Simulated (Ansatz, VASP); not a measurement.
# MoS2: VASP beside Ansatz

```xyz
6
Lattice="3.1690 0.0000 0.0000 -1.5845 2.7444 0.0000 0.0000 0.0000 12.3240" Properties=species:S:1:pos:R:3 pbc="T T T"
Mo    1.5845    0.9148    9.2430
Mo    0.0000    1.8296    3.0810
S     1.5845    0.9148    4.6461
S     0.0000    1.8296   10.8081
S     1.5845    0.9148    1.5159
S     0.0000    1.8296    7.6779
```

Alike in both runs: functional BLYP; k mesh 10 × 10 × 3; occupations fermi-dirac, width 0.05 eV; no spin polarisation.

|  | VASP | Ansatz |
| --- | --- | --- |
| version | VASP 6.6.1 | Ansatz 0.2.0 |
| potentials or method | VASP PAW PBE potentials, release 64 (Mo_sv, S) | Ansatz PAW |
| plane-wave cutoff (eV) | 520 | 420 |
| valence electrons in the cell | 52 | 52 |
| task | single point | band structure |

|  | VASP | Ansatz | Ansatz less VASP |
| --- | --- | --- | --- |
| gap on the k mesh at the Fermi level (eV) | 0.95 | 0.94 | -0.011 |
| least direct gap on the mesh (eV) | 1.87 | 1.86 | -0.007 |
| pressure (GPa) | 9.4 | 9.4 | 0.00 |
| largest component of the traceless stress (GPa) | 1.29 | 1.23 | -0.057 |
| rms of the force components (eV/Å) | 0.157 | 0.155 | -0.0016 |

Atom by atom the forces differ by 0.002 eV/Å (rms over components).

Caveats: this functional lacks dispersion, which binds the layers, so the pressure and a relaxed spacing across them are unreliable; the PAW data sets were made with another functional, which shifts forces and pressure a little (VASP); an odd mesh through Γ misses points on the zone boundary, where band edges often lie (VASP); the PAW data sets come from PBE, with cores solved anew for the run's functional, which leaves a small shift of forces and pressure (Ansatz).
